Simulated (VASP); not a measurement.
# TiTe2 (P-3m1) in VASP: notebook

Aim: see how the results for TiTe2 move with the level of theory and the settings. Levels: rev-vdW-DF2, PBE+D3(BJ). Tasks: band structure.

Program: VASP 6.6.1. These are calculated values, not measurements. Logs are shortened: lines on timing, memory, paths and dates and some standing lists are left out, and cuts for length are marked.

## Step 1: The structure

The structure is trigonal, space group P-3m1 (No. 164). The conventional cell has a = 3.752 Å, b = 3.752 Å, c = 6.522 Å, α = 90.00°, β = 90.00°, γ = 120.00°. Around Ti (site symmetry -3m) lie 6 Te at 2.77 Å. Te (site symmetry 3m) is surrounded by 3 Ti at 2.77 Å.

## Step 2: Band structure, rev-vdW-DF2

File INCAR:

```
AGGAC = 0.0
ALGO = Normal
EDIFF = 1E-7
ENCUT = 520
GGA = MK
ICORELEVEL = 1
ISIF = 2
ISMEAR = 1
LASPH = T
LCHARG = F
LMAXMIX = 4
LREAL = F
LUSE_VDW = T
LWAVE = F
NBANDS = 19
NELM = 80
PARAM1 = 0.1234
PARAM2 = 0.711357
PREC = Accurate
SIGMA = 0.1
ZAB_VDW = -1.8867
```

File KPOINTS:

```
k-points
0
Gamma
  12 12 6
```

File POSCAR:

```
TiTe2                                   
1.0
    3.7524376981     -0.0000000000      0.0000000000
   -1.8762188491      3.2497063726     -0.0000000000
   -0.0000000000      0.0000000000      6.5215646027
  Ti              Te            
     1     2
Direct
     0.0000000000000000    0.0000000000000000    1.0000000000000000
     0.6666666699999979    0.3333333300000021    0.2639466583886660
     0.3333333300000021    0.6666666699999979    0.7360533416113338
```

File KPOINTS_OPT:

```
explicit points
186
Reciprocal
 0.0000000000  0.0000000000  0.0000000000 1
 0.0263157895  0.0000000000  0.0000000000 1
 0.0526315789  0.0000000000  0.0000000000 1
 0.0789473684  0.0000000000  0.0000000000 1
 0.1052631579  0.0000000000  0.0000000000 1
 0.1315789474  0.0000000000  0.0000000000 1
[... 178 lines left out ...]
 0.5000000000  0.0000000000  0.5000000000 1
 0.5000000000  0.0000000000  0.0000000000 1
```

Potentials or basis: VASP PAW PBE potentials, release 64 (Ti_sv, Te).

The run is started by

```
$ cat potpaw_PBE.64/Ti_sv/POTCAR potpaw_PBE.64/Te/POTCAR > POTCAR
$ mpirun -np 1 vasp_std > vasp.out
```

OUTCAR:

```text
EDIFF = 1E-7
   ENCUT = 520
   GGA = MK
   ISIF = 2
   ISMEAR = 1
   LASPH = T
   LREAL = F
   NELM = 80
   PREC = Accurate

 ion  position               nearest neighbor table
   1  0.000  0.000  0.000-   2 2.77   3 2.77   3 2.77   2 2.77   2 2.77   3 2.77
   2  0.667  0.333  0.264-   1 2.77   1 2.77   1 2.77
   3  0.333  0.667  0.736-   1 2.77   1 2.77   1 2.77

  LATTYP: Found a hexagonal cell.
 ALAT       =     3.7524376981
 C/A-ratio  =     1.7379541321

  Lattice vectors:

 A1 = (   3.7524376981,   0.0000000000,   0.0000000000)
 A2 = (  -1.8762188491,   3.2497063726,   0.0000000000)
 A3 = (   0.0000000000,   0.0000000000,   6.5215646027)

Analysis of symmetry for initial positions (statically):
=====================================================================
 Subroutine PRICEL returns:
 Original cell was already a primitive cell.

 Routine SETGRP: Setting up the symmetry group for a
 hexagonal supercell.

 Subroutine GETGRP returns: Found 12 space group operations
 (whereof 12 operations were pure point group operations)
 out of a pool of 24 trial point group operations.

The static configuration has the point symmetry D_3d.

Analysis of symmetry for dynamics (positions and initial velocities):
=====================================================================
 Subroutine PRICEL returns:
 Original cell was already a primitive cell.

 Routine SETGRP: Setting up the symmetry group for a
 hexagonal supercell.

 Subroutine GETGRP returns: Found 12 space group operations
 (whereof 12 operations were pure point group operations)
 out of a pool of 24 trial point group operations.

The dynamic configuration has the point symmetry D_3d.

 Subroutine INISYM returns: Found 12 space group operations
 (whereof 12 operations are pure point group operations),
 and found     1 'primitive' translations

----------------------------------------------------------------------------------------

                                     Primitive cell

  volume of cell :      79.5261

  direct lattice vectors                    reciprocal lattice vectors
     3.752437698  0.000000000  0.000000000     0.266493432  0.153860055  0.000000000
    -1.876218849  3.249706373  0.000000000     0.000000000  0.307720109  0.000000000
     0.000000000  0.000000000  6.521564603     0.000000000  0.000000000  0.153337437

  length of vectors
     3.752437698  3.752437698  6.521564603     0.307720109  0.307720109  0.153337437

  position of ions in fractional coordinates (direct lattice)
     0.000000000  0.000000000  0.000000000
     0.666666670  0.333333330  0.263946658
     0.333333330  0.666666670  0.736053342

  ion indices of the primitive-cell ions
   primitive index   ion index
                 1           1
                 2           2
                 3           3

----------------------------------------------------------------------------------------

 KPOINTS: k-points

Automatic generation of k-mesh.
 Grid dimensions read from file:
 generate k-points for:   12   12    6

 Generating k-lattice:

  Cartesian coordinates                     Fractional coordinates (reciprocal lattice)
     0.022207786  0.012821671  0.000000000     0.083333333 -0.000000000  0.000000000
     0.000000000  0.025643342  0.000000000     0.000000000  0.083333333  0.000000000
     0.000000000  0.000000000  0.025556239     0.000000000  0.000000000  0.166666667

  Length of vectors
     0.025643342  0.025643342  0.025556239

  Shift w.r.t. Gamma in fractional coordinates (k-lattice)
     0.000000000  0.000000000  0.000000000

 Subroutine IBZKPT returns following result:
 ===========================================

 Found    100 irreducible k-points:

 Following reciprocal coordinates:
            Coordinates               Weight
  0.000000  0.000000  0.000000      1.000000
  0.083333  0.000000  0.000000      6.000000
  0.166667  0.000000  0.000000      6.000000
  0.250000 -0.000000  0.000000      6.000000
  0.333333 -0.000000  0.000000      6.000000
  0.416667 -0.000000  0.000000      6.000000
[... 46 lines left out ...]
       3d   -547.1845  4s   -151.8333  4p   -101.8786  4d    -29.2172
   3-  1s -31608.4492  2s  -4836.0374  2p  -4339.4318  3s   -952.2799  3p   -790.9375
       3d   -547.1845  4s   -151.8333  4p   -101.8786  4d    -29.2172

 E-fermi :   6.8777     XC(G=0):  -9.9489

 val. band max:        6.8711232094   @ k =   0.3333  -0.0000   0.5000
 cond. band min:       6.8931293490   @ k =   0.2500  -0.0000   0.1667
 fundamental gap:      0.0220061397
 Fermi energy:         6.8777312549

 k-point     1 :       0.0000    0.0000    0.0000
  band No.  band energies     occupation
      1     -50.4190      2.00000
      2     -26.7981      2.00000
      3     -26.7981      2.00000
      4     -26.7575      2.00000
      5      -5.6171      2.00000
      6      -4.1370      2.00000
[... 11 lines left out ...]
     18      12.1064      0.00000
     19      12.8200      0.00000

 k-point     2 :       0.0833    0.0000    0.0000
  band No.  band energies     occupation
      1     -50.4188      2.00000
      2     -26.8012      2.00000
      3     -26.7988      2.00000
      4     -26.7568      2.00000
      5      -5.5389      2.00000
      6      -4.0953      2.00000
[... 11 lines left out ...]
     18      12.6534      0.00000
     19      13.2146      0.00000

 k-point     3 :       0.1667    0.0000    0.0000
  band No.  band energies     occupation
      1     -50.4181      2.00000
      2     -26.8095      2.00000
      3     -26.8007      2.00000
      4     -26.7549      2.00000
      5      -5.3107      2.00000
      6      -3.9784      2.00000
[... 11 lines left out ...]
     18      13.0563      0.00000
     19      13.7774      0.00000

 k-point     4 :       0.2500   -0.0000    0.0000
  band No.  band energies     occupation
      1     -50.4173      2.00000
      2     -26.8207      2.00000
      3     -26.8033      2.00000
      4     -26.7523      2.00000
      5      -4.9550      2.00000
      6      -3.8141      2.00000
[... 165 lines left out ...]
     18      12.4539      0.00000
     19      12.9307      0.00000

 k-point    12 :       0.4167    0.0833    0.0000
  band No.  band energies     occupation
      1     -50.4156      2.00000
      2     -26.8414      2.00000
      3     -26.8102      2.00000
      4     -26.7471      2.00000
      5      -3.8819      2.00000
      6      -3.5921      2.00000
[... 11 lines left out ...]
     18      12.3868      0.00000
     19      12.8509      0.00000

 k-point    13 :       0.1667    0.1667    0.0000
  band No.  band energies     occupation
      1     -50.4169      2.00000
      2     -26.8242      2.00000
      3     -26.8068      2.00000
      4     -26.7510      2.00000
      5      -4.7567      2.00000
      6      -3.7286      2.00000
[... 11 lines left out ...]
     18      13.0469      0.00000
     19      13.9428      0.00000

------------------------ aborting loop because EDIFF is reached ----------------------------------------

  FORCE on cell =-STRESS in cart. coord.  units (eV):
  Direction    XX          YY          ZZ          XY          YZ          ZX
  --------------------------------------------------------------------------------------
  -------------------------------------------------------------------------------------
  Total        0.0032347      0.0032347      0.0008462     -0.0000000     -0.0000000      0.0000000
  in kB        0.0651687      0.0651687      0.0170489     -0.0000000     -0.0000000      0.0000000
  external PRESSURE =       0.0491288 kB  Pullay stress =       0.0000000 kB

 VOLUME and BASIS-vectors are now :
 -----------------------------------------------------------------------------
  energy-cutoff  :      520.00
  volume of cell :       79.53
      direct lattice vectors                 reciprocal lattice vectors
     3.752437698  0.000000000  0.000000000     0.266493432  0.153860055  0.000000000
    -1.876218849  3.249706373  0.000000000     0.000000000  0.307720109  0.000000000
     0.000000000  0.000000000  6.521564603     0.000000000  0.000000000  0.153337437

 POSITION                                       TOTAL-FORCE (eV/Angst)
 -----------------------------------------------------------------------------------
      0.00000      0.00000      0.00000         0.000000      0.000000      0.000000
      1.87622      1.08324      1.72135        -0.000000     -0.000000      0.005029
     -0.00000      2.16647      4.80022         0.000000      0.000000     -0.005029
 -----------------------------------------------------------------------------------
    total drift:                                0.000000      0.000000      0.000000

  FREE ENERGIE OF THE ION-ELECTRON SYSTEM (eV)
  ---------------------------------------------------
  free  energy   TOTEN  =       -10.4630878867 eV

  energy  without entropy=      -10.4630986477  energy(sigma->0) =      -10.46309147

Total vdW correction in eV:      3.9954541
```

It took 5 min on 1 thread of Intel Xeon Platinum 8259CL at 2.50GHz (Skylake/Cascade Lake), shared host; peak memory 0.52 GiB.

What came out:

| Item | Value |
| --- | --- |
| Free energy | -10.4631 eV |
| Pressure | 0.0 GPa |
| Largest force | 0.005 eV/Å |
| Band gap along the path | none (metal or under the smearing width) |

Forces on the atoms (eV/Å):
```
Ti   0.000  0.000  0.000
Te   0.000  0.000  0.005
Te   0.000  0.000 -0.005
```

Levels at the corners of the path, in eV from the Fermi level:
| point | band 9 | band 10 | band 11 | band 12 | band 13 | band 14 | band 15 | band 16 |
| --- | --- | --- | --- | --- | --- | --- | --- | --- |
| Γ | -1.67 | 0.28 | 0.36 | 0.36 | 0.49 | 1.10 | 1.10 | 3.03 |
| M | -2.75 | -2.45 | -1.77 | -1.12 | -0.03 | 1.12 | 1.47 | 2.36 |
| M | -2.75 | -2.45 | -1.77 | -1.12 | -0.03 | 1.12 | 1.47 | 2.36 |
| K | -3.72 | -2.43 | -2.38 | -2.38 | 0.98 | 1.39 | 1.39 | 2.01 |
| K | -3.72 | -2.43 | -2.38 | -2.38 | 0.98 | 1.39 | 1.39 | 2.01 |
| Γ | -1.67 | 0.28 | 0.36 | 0.36 | 0.49 | 1.10 | 1.10 | 3.03 |
| Γ | -1.67 | 0.28 | 0.36 | 0.36 | 0.49 | 1.10 | 1.10 | 3.03 |
| A | -1.60 | -1.60 | 0.35 | 0.35 | 0.78 | 0.78 | 0.98 | 3.46 |
| A | -1.60 | -1.60 | 0.35 | 0.35 | 0.78 | 0.78 | 0.98 | 3.46 |
| L | -2.49 | -2.05 | -1.02 | -0.59 | -0.33 | 1.12 | 1.45 | 2.56 |
| L | -2.49 | -2.05 | -1.02 | -0.59 | -0.33 | 1.12 | 1.45 | 2.56 |
| H | -3.72 | -3.29 | -1.77 | -1.77 | 0.94 | 0.94 | 0.99 | 2.95 |
| H | -3.72 | -3.29 | -1.77 | -1.77 | 0.94 | 0.94 | 0.99 | 2.95 |
| A | -1.60 | -1.60 | 0.35 | 0.35 | 0.78 | 0.78 | 0.98 | 3.46 |
| L | -2.49 | -2.05 | -1.02 | -0.59 | -0.33 | 1.12 | 1.45 | 2.56 |
| M | -2.75 | -2.45 | -1.77 | -1.12 | -0.03 | 1.12 | 1.47 | 2.36 |
| K | -3.72 | -2.43 | -2.38 | -2.38 | 0.98 | 1.39 | 1.39 | 2.01 |
| H | -3.72 | -3.29 | -1.77 | -1.77 | 0.94 | 0.94 | 0.99 | 2.95 |

Core levels (eV, on the scale of the bands):
```csv
atom,levels
1 Ti,"1s -4856.5, 2s -524.9, 2p -432.2"
2 Te,"1s -31608.4, 2s -4836.0, 2p -4339.4, 3s -952.3, 3p -790.9, 3d -547.2, 4s -151.8, 4p -101.9, 4d -29.2"
3 Te,"1s -31608.4, 2s -4836.0, 2p -4339.4, 3s -952.3, 3p -790.9, 3d -547.2, 4s -151.8, 4p -101.9, 4d -29.2"
```

Caveat: the PAW data sets were made with another functional, which shifts forces and pressure a little; spin-orbit coupling is left out, which moves the levels of the heavy elements.

## Step 3: Band structure, PBE+D3(BJ)

This run uses another cell than the first one, of 25.11 Å³/atom, 0.947 times its volume.

File INCAR:

```
  ALGO = Normal
  EDIFF = 1E-6
  ENCUT = 520
  GGA = PE
  ICORELEVEL = 1
  ISIF = 2
  ISMEAR = 0
  IVDW = 12
  LASPH = True
  LCHARG = False
  LMAXMIX = 4
  LREAL = False
  LWAVE = False
  NBANDS = 19
  NELM = 80
  PREC = Accurate
  SIGMA = 0.03
```

File KPOINTS:

```
k-points
0
Gamma
  9 9 4
```

File POSCAR:

```
TiTe2                                   
1.0
    3.7019335043      0.0000000000      0.0000000000
   -1.8509667522      3.2059684578      0.0000000000
    0.0000000000      0.0000000000      6.3469971762
  Ti              Te            
     1     2
Direct
     0.0000000000000000    0.0000000000000000    0.0000000000000000
     0.6666666699999979    0.3333333300000021    0.2721026046732646
     0.3333333300000021    0.6666666699999979    0.7278973953267354
```

File KPOINTS_OPT:

```
explicit points
96
Reciprocal
 0.0000000000  0.0000000000  0.0000000000 1
 0.0555555556  0.0000000000  0.0000000000 1
 0.1111111111  0.0000000000  0.0000000000 1
 0.1666666667  0.0000000000  0.0000000000 1
 0.2222222222  0.0000000000  0.0000000000 1
 0.2777777778  0.0000000000  0.0000000000 1
 0.3333333333  0.0000000000  0.0000000000 1
 0.3888888889  0.0000000000  0.0000000000 1
 0.4444444444  0.0000000000  0.0000000000 1
 0.5000000000  0.0000000000  0.0000000000 1
 0.5000000000  0.0000000000  0.0000000000 1
 0.4814814815  0.0370370370  0.0000000000 1
 0.4629629630  0.0740740741  0.0000000000 1
 0.4444444444  0.1111111111  0.0000000000 1
 0.4259259259  0.1481481481  0.0000000000 1
 0.4074074074  0.1851851852  0.0000000000 1
 0.3888888889  0.2222222222  0.0000000000 1
 0.3703703703  0.2592592592  0.0000000000 1
 0.3518518518  0.2962962963  0.0000000000 1
 0.3333333333  0.3333333333  0.0000000000 1
 0.3333333333  0.3333333333  0.0000000000 1
 0.2962962963  0.2962962963  0.0000000000 1
 0.2592592592  0.2592592592  0.0000000000 1
 0.2222222222  0.2222222222  0.0000000000 1
 0.1851851852  0.1851851852  0.0000000000 1
 0.1481481481  0.1481481481  0.0000000000 1
 0.1111111111  0.1111111111  0.0000000000 1
 0.0740740741  0.0740740741  0.0000000000 1
 0.0370370370  0.0370370370  0.0000000000 1
 0.0000000000  0.0000000000  0.0000000000 1
 0.0000000000  0.0000000000  0.0000000000 1
 0.0000000000  0.0000000000  0.0555555556 1
 0.0000000000  0.0000000000  0.1111111111 1
 0.0000000000  0.0000000000  0.1666666667 1
 0.0000000000  0.0000000000  0.2222222222 1
 0.0000000000  0.0000000000  0.2777777778 1
 0.0000000000  0.0000000000  0.3333333333 1
 0.0000000000  0.0000000000  0.3888888889 1
 0.0000000000  0.0000000000  0.4444444444 1
 0.0000000000  0.0000000000  0.5000000000 1
 0.0000000000  0.0000000000  0.5000000000 1
 0.0555555556  0.0000000000  0.5000000000 1
 0.1111111111  0.0000000000  0.5000000000 1
 0.1666666667  0.0000000000  0.5000000000 1
 0.2222222222  0.0000000000  0.5000000000 1
 0.2777777778  0.0000000000  0.5000000000 1
 0.3333333333  0.0000000000  0.5000000000 1
 0.3888888889  0.0000000000  0.5000000000 1
 0.4444444444  0.0000000000  0.5000000000 1
 0.5000000000  0.0000000000  0.5000000000 1
 0.5000000000  0.0000000000  0.5000000000 1
 0.4814814815  0.0370370370  0.5000000000 1
 0.4629629630  0.0740740741  0.5000000000 1
 0.4444444444  0.1111111111  0.5000000000 1
 0.4259259259  0.1481481481  0.5000000000 1
 0.4074074074  0.1851851852  0.5000000000 1
 0.3888888889  0.2222222222  0.5000000000 1
 0.3703703703  0.2592592592  0.5000000000 1
 0.3518518518  0.2962962963  0.5000000000 1
 0.3333333333  0.3333333333  0.5000000000 1
 0.3333333333  0.3333333333  0.5000000000 1
 0.2962962963  0.2962962963  0.5000000000 1
 0.2592592592  0.2592592592  0.5000000000 1
 0.2222222222  0.2222222222  0.5000000000 1
 0.1851851852  0.1851851852  0.5000000000 1
 0.1481481481  0.1481481481  0.5000000000 1
 0.1111111111  0.1111111111  0.5000000000 1
 0.0740740741  0.0740740741  0.5000000000 1
 0.0370370370  0.0370370370  0.5000000000 1
 0.0000000000  0.0000000000  0.5000000000 1
 0.5000000000  0.0000000000  0.5000000000 1
 0.5000000000  0.0000000000  0.4444444444 1
 0.5000000000  0.0000000000  0.3888888889 1
 0.5000000000  0.0000000000  0.3333333333 1
 0.5000000000  0.0000000000  0.2777777778 1
 0.5000000000  0.0000000000  0.2222222222 1
 0.5000000000  0.0000000000  0.1666666667 1
 0.5000000000  0.0000000000  0.1111111111 1
 0.5000000000  0.0000000000  0.0555555556 1
 0.5000000000  0.0000000000  0.0000000000 1
 0.3333333333  0.3333333333  0.0000000000 1
 0.3333333333  0.3333333333  0.0555555556 1
 0.3333333333  0.3333333333  0.1111111111 1
 0.3333333333  0.3333333333  0.1666666667 1
 0.3333333333  0.3333333333  0.2222222222 1
 0.3333333333  0.3333333333  0.2777777778 1
 0.3333333333  0.3333333333  0.3333333333 1
 0.3333333333  0.3333333333  0.3888888889 1
 0.3333333333  0.3333333333  0.4444444444 1
 0.3333333333  0.3333333333  0.5000000000 1
 0.0000000000  0.0000000000  0.0000000000 1
 0.0000000000  0.0000000000  0.5000000000 1
 0.3333333333  0.3333333333  0.5000000000 1
 0.3333333333  0.3333333333  0.0000000000 1
 0.5000000000  0.0000000000  0.5000000000 1
 0.5000000000  0.0000000000  0.0000000000 1
```

Potentials or basis: VASP PAW PBE potentials, release 64 (Ti_sv, Te).

The run is started by

```
$ cat potpaw_PBE.64/Ti_sv/POTCAR potpaw_PBE.64/Te/POTCAR > POTCAR
$ mpirun -np 1 vasp_std > vasp.out
```

It took 55 s on 1 thread of Intel Xeon 6975P-C (Granite Rapids), shared host; peak memory 0.25 GiB.

The run converged. Its results:

| Item | Value |
| --- | --- |
| Free energy | -17.7193 eV |
| Pressure | 0.0 GPa |
| Band gap along the path | none (metal or under the smearing width) |
| Dispersion energy per atom | -0.524 eV |

Levels at the corners of the path, in eV from the Fermi level:
```csv
point,band 8,band 9,band 10,band 11,band 12,band 13,band 14,band 15,band 16,band 17
Γ,-1.64,-1.64,0.25,0.43,0.43,0.77,1.25,1.25,3.06,3.06
M,-3.92,-2.97,-2.54,-1.74,-1.22,-0.05,1.26,1.62,2.41,3.53
M,-3.92,-2.97,-2.54,-1.74,-1.22,-0.05,1.26,1.62,2.41,3.53
K,-3.94,-3.94,-2.48,-2.48,-2.47,1.10,1.55,1.55,2.10,2.10
K,-3.94,-3.94,-2.48,-2.48,-2.47,1.10,1.55,1.55,2.10,2.10
Γ,-1.64,-1.64,0.25,0.43,0.43,0.77,1.25,1.25,3.06,3.06
Γ,-1.64,-1.64,0.25,0.43,0.43,0.77,1.25,1.25,3.06,3.06
A,-3.03,-1.54,-1.54,0.42,0.42,0.80,0.80,1.10,3.66,3.66
A,-3.03,-1.54,-1.54,0.42,0.42,0.80,0.80,1.10,3.66,3.66
L,-4.96,-2.59,-2.12,-0.91,-0.47,-0.40,1.26,1.61,2.55,3.69
L,-4.96,-2.59,-2.12,-0.91,-0.47,-0.40,1.26,1.61,2.55,3.69
H,-4.37,-3.79,-3.60,-1.76,-1.76,0.98,0.98,1.11,3.19,3.19
H,-4.37,-3.79,-3.60,-1.76,-1.76,0.98,0.98,1.11,3.19,3.19
A,-3.03,-1.54,-1.54,0.42,0.42,0.80,0.80,1.10,3.66,3.66
L,-4.96,-2.59,-2.12,-0.91,-0.47,-0.40,1.26,1.61,2.55,3.69
M,-3.92,-2.97,-2.54,-1.74,-1.22,-0.05,1.26,1.62,2.41,3.53
K,-3.94,-3.94,-2.48,-2.48,-2.47,1.10,1.55,1.55,2.10,2.10
H,-4.37,-3.79,-3.60,-1.76,-1.76,0.98,0.98,1.11,3.19,3.19
```

Core levels (eV, on the scale of the bands):
```csv
atom,levels
1 Ti,"1s -4855.8, 2s -524.3, 2p -431.6"
2 Te,"1s -31608.1, 2s -4835.7, 2p -4339.1, 3s -952.0, 3p -790.6, 3d -546.9, 4s -151.5, 4p -101.5, 4d -28.9"
3 Te,"1s -31608.1, 2s -4835.7, 2p -4339.1, 3s -952.0, 3p -790.6, 3d -546.9, 4s -151.5, 4p -101.5, 4d -28.9"
```

Caveat: spin-orbit coupling is left out, which moves the levels of the heavy elements.
